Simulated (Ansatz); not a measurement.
**One structure, 3 elements: TiO2, ZrO2, HfO2**

Plane-wave DFT in Ansatz with scalar-relativistic PAW potentials, cutoff 420 eV, Γ-centred meshes chosen by cell and gap, Gaussian smearing with energies taken to zero width. Every cell was relaxed (cell and atoms) in a run of its own, within the symmetry of its start. Functional: PBE.

All members share space group Fm-3m and the same sites; only the element on one set of sites changes (Ti, Zr, Hf). Members needn't be the stable form of their composition. Energies over the elements, where given, are against the elements' standard states in the same functional (H₂, N₂, O₂ and halogens uncorrected, Hg as a solid). The first member:

Space group Fm-3m (No. 225). a = 4.830 Å, b = 4.830 Å, c = 4.830 Å, α = 90.00°, β = 90.00°, γ = 90.00°
| atom | site | symmetry | x | y | z |
| --- | --- | --- | --- | --- | --- |
| Ti | 4a | m-3m | 0.0000 | 0.0000 | 0.0000 |
| O | 8c | -43m | 0.2500 | 0.7500 | 0.7500 |

| compound | V (Å³/atom) | a (Å) | gap on mesh (eV) | energy over elements (eV/atom) |
| --- | --- | --- | --- | --- |
| TiO2 | 9.39 | 4.830 | 1.12 | -2.743 |
| HfO2 | 11.04 | 5.098 | 3.75 | -3.371 |

**Question.** Predict the member with Zr.

**Answer.** V (Å³/atom) 11.16, a (Å) 5.116, gap on mesh (eV) 3.32, energy over elements (eV/atom) -3.349. Interpolating linearly in period between Ti and Hf would give 10.22 Å³/atom (8.4 % too small) and a gap of 2.43 eV, with -3.057 eV/atom over the elements. Over the whole series the volume has no steady trend down the group (least for Ti); the gap widens; binding against the elements strengthens. Hf is no larger than Zr here (11.04 against 11.16 Å³/atom), as one expects from the lanthanide contraction and relativistic shrinking of 6s.

Spin-orbit coupling is left out, which matters for the bands of heavy elements.